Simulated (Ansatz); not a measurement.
**IrO₂ under strain — ¹⁹¹Ir nuclear quadrupole resonance**

Cell: a structure deposited in the COD, relaxed with PBE at fixed cell and then changed (z stretched by 2 %, ions relaxed).

```
CELL_PARAMETERS angstrom
4.49900 0.00000 0.00000
0.00000 4.49900 0.00000
0.00000 0.00000 3.20892
ATOMIC_POSITIONS crystal
Ir 0.00000 0.00000 0.00000
Ir 0.50000 0.50000 0.50000
O 0.30951 0.30951 0.00000
O 0.19049 0.80951 0.50000
O 0.69049 0.69049 0.00000
O 0.80951 0.19049 0.50000
```

Sites (sets of like atoms) are named by element and the number of their first atom in this list.

Method: Kohn–Sham DFT in Ansatz, PBE, plane waves and PAW, scalar-relativistic, collinear spin, 420 eV cutoff, Γ-centred 10×10×15 k-points, Fermi–Dirac smearing 0.05 eV. Start moments as typed (μB): 1 on each Ir, none on the rest.

¹⁹¹Ir: I = 3/2, Q = 816.0 mb (year-2017 value). Static lattice, zero field.

Q: Predict the zero-field ¹⁹¹Ir lines of each site.

A: For I = 3/2 there is one line, ν = (|C_Q|/2)(1 + η²/3)^½.

| site | atoms | V_zz (10²¹ V/m²) | C_Q (MHz) | η | line frequencies (MHz) |
| --- | --- | --- | --- | --- | --- |
| Ir | 1, 2 | -10.42 | -206 | 0.94 | 117.1 |

Q: And for ¹⁹³Ir (I = 3/2, Q = 751.0 mb) on Ir?

A: C_Q scales with Q to -189 MHz, with lines at 107.8 MHz.

With no gap above 0.1 eV, as in a metal, the gradients converge slowly in k; expect changes of a tenth or more on a denser mesh. Spin–orbit coupling is left out, which shifts gradients on Ir by a few per cent in wide-gap crystals, and can shift them far more where the calculated gap is small or absent, as here. Semilocal functionals can leave a metal where correlation in the d or f shell opens a gap in the real compound, and that would change the values at and beside Ir. The start moments die out, and the run ends without spin.
